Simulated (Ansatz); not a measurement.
Working through cell relaxations under several functionals of AlAs, space group F-43m

Program: Ansatz's Python interface.

Contents of `alas.extxyz`:
```text
2
Lattice="0.0 2.8304 2.8304 2.8304 0.0 2.8304 2.8304 2.8304 0.0" Properties=species:S:1:pos:R:3 pbc="T T T"
Al    0.00000000    0.00000000    0.00000000
As    1.41520000    1.41520000    1.41520000
```

Notebook, run cell by cell (the value of a cell's last expression is shown):

```python
import warnings

import ansatz as az
import numpy as np
```

```python
def edges_and_angles(cell):
    cell = np.asarray(cell)
    a, b, c = np.linalg.norm(cell, axis=1)
    cosines = cell[1] @ cell[2] / (b * c), cell[0] @ cell[2] / (a * c), cell[0] @ cell[1] / (a * b)
    return (a, b, c, *np.degrees(np.arccos(cosines)))
```

```python
warnings.simplefilter("ignore", az.DeckWarning)
```

```python
xtal = az.Crystal.from_extxyz("alas.extxyz")

len(xtal.resolved().sites)
```

    2

```python
calc = (
    xtal.calculation()
    .basis(550)
    .kpoints(6, 6, 6)
    .occupations("fixed")
    .relax(cell=True, force_tolerance=0.05)
)
```

```python
levels = [("r2scan", "d4"), ("lda", "none"), ("rpbe", "none")]
print("level            a       b       c    alpha   beta  gamma  V/atom  steps")
for name, dispersion in levels:
    seen = []
    run = calc.functional(name, dispersion=dispersion).session().plan()
    res = run.execute(on_event=lambda e: seen.append(e) if e["event"] == "relax_step" else None)
    cell = res.lattice.cell_ang
    label = name if dispersion == "none" else f"{name}+{dispersion}"
    print("{:13s} {:7.4f} {:7.4f} {:7.4f} {:6.2f} {:6.2f} {:6.2f}".format(label, *edges_and_angles(cell)), f"{abs(np.linalg.det(cell)) / len(res.lattice.sites):7.3f} {len(seen):5d}")
```

    level            a       b       c    alpha   beta  gamma  V/atom  steps
    r2scan+d4      4.0028  4.0028  4.0028  60.00  60.00  60.00  22.675     2
    lda            3.9806  3.9806  3.9806  60.00  60.00  60.00  22.299     4
    rpbe           4.0814  4.0814  4.0814  60.00  60.00  60.00  24.037     5

From smallest to largest: LDA (22.30 Å³ an atom, -1.7 % against the start), r2SCAN+D4 (22.67 Å³ an atom, +0.0 % against the start) and RPBE (24.04 Å³ an atom, +6.0 % against the start). The spread is 7.8 % in volume.

Caveats:
- Forces vanish by symmetry, so the ions can't move, and the end may be a saddle.
- Edges and angles are those of the cell as typed, here a primitive one, not of the conventional cell.
- The starting cell is as deposited in a crystallographic database; the results hold for this polymorph, which needn't be the stable one.
- Run time: 16 s on 1 thread of Intel(R) Xeon(R) Processor @ 2.30GHz, on a shared host, peak memory 0.64 GiB.
